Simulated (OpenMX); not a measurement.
CaO:

```xyz
2
Lattice="0.0000 2.4036 2.4036 2.4036 0.0000 2.4036 2.4036 2.4036 0.0000" Properties=species:S:1:pos:R:3 pbc="T T T"
Ca    0.0000    0.0000    0.0000
O     2.4036    2.4036    2.4036
```

The cell is a database's computed one.

Program: OpenMX 3.8.5. Alike in all runs: cell as given; k mesh 11 × 11 × 11; smearing fermi-dirac 0.05 eV.

Problem. Order these runs on this cell by their pressure, lowest first.
A. level PBE; potentials or basis OpenMX 2013 PBE set, Ca9.0-s3p2, O6.0-s2p2, grid cutoff 400 Ry; spin off
B. level PBE+D3(BJ); potentials or basis OpenMX 2013 PBE set, Ca9.0-s3p2d1, O6.0-s2p2d1, grid cutoff 400 Ry; spin collinear, zero start
C. level PBE; potentials or basis OpenMX 2013 PBE set, Ca9.0-s3p2d2, O6.0-s3p2d2, grid cutoff 400 Ry; spin off
D. level PBE; potentials or basis OpenMX 2013 PBE set, Ca9.0-s3p2d1, O6.0-s2p2d1, grid cutoff 400 Ry; spin off

Solution. B (-3.9 GPa), C (-2.4 GPa), D (-0.7 GPa), A (24.9 GPa).

Caveats: the basis of atomic orbitals isn't converged, which shifts pressures, moduli and gaps; so large a pressure means that the cell lies far from this level's equilibrium, or that cutoff or potentials fall short (some runs).

Not every run made on this cell is shown here.
